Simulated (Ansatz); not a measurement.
# CaF2: the cost of one run

Program: Ansatz 0.2.0. Level of theory: DFT PBE, scalar-relativistic, plane waves, PAW. These are calculated values, not measurements.

3 further runs of the same task are left out: 1 that didn't finish, 2 set aside as unsound or not needed. Runs told in other sessions of the task aren't counted.

### 1 Starting point

The structure is cubic, space group Fm-3m (No. 225). Conventional cell: a = 5.463 Å, b = 5.463 Å, c = 5.463 Å, α = 90.00°, β = 90.00°, γ = 90.00°. Ca (site symmetry m-3m) is surrounded by 8 F at 2.37 Å. Around F (site symmetry -43m) lie 4 Ca at 2.37 Å.

Structure file:

```
Ca F
1.0
     0.00000    2.73125    2.73125
     2.73125    0.00000    2.73125
     2.73125    2.73125    0.00000
Ca F
1 2
Direct
  0.00000 0.00000 0.00000
  0.25000 0.25000 0.25000
  0.75000 0.75000 0.75000
```

The cell is taken as given, not relaxed at this level.

### 2 The reference cell

Reference values: F = -3439.8036 eV; pressure 2.18 GPa; largest force 0.000 eV/Å; gap on the mesh 7.30 eV. It was computed beforehand with the settings of the runs below.

### 3 Harmonic modes of this cell

File input.yaml:

```yaml
crystal:
  lattice:
    - [0.0, 2.73125, 2.73125]
    - [2.73125, 0.0, 2.73125]
    - [2.73125, 2.73125, 0.0]
  atoms:
    - { symbol: Ca, position: [0.0, 0.0, 0.0] }
    - { symbol: F, position: [0.25, 0.25, 0.25] }
    - { symbol: F, position: [0.75, 0.75, 0.75] }
basis:
  ecutwfc: 420
kpoints:
  mp_grid: { grid: [8, 8, 8] }
hamiltonian:
  xc: pbe
scf:
  occupations: { method: gaussian, width: 0.05 }
output:
  eigenvalues: true
phonons:
  method: fd
  supercell: [1, 1, 1]
  amplitude: 0.02
  eigenvectors: true
  dielectric: false
```

Started as:

```
$ ansatz run input.yaml --threads 2 --pin off --max-ram 5120MiB --backend cpu --events-out ev --progress --plain --runs-dir out
```

Q: Estimate wall time and peak memory on 2 threads of Intel Xeon 6975P-C (Granite Rapids), shared host.

About 2.6 s, with a peak of 0.44 GiB.
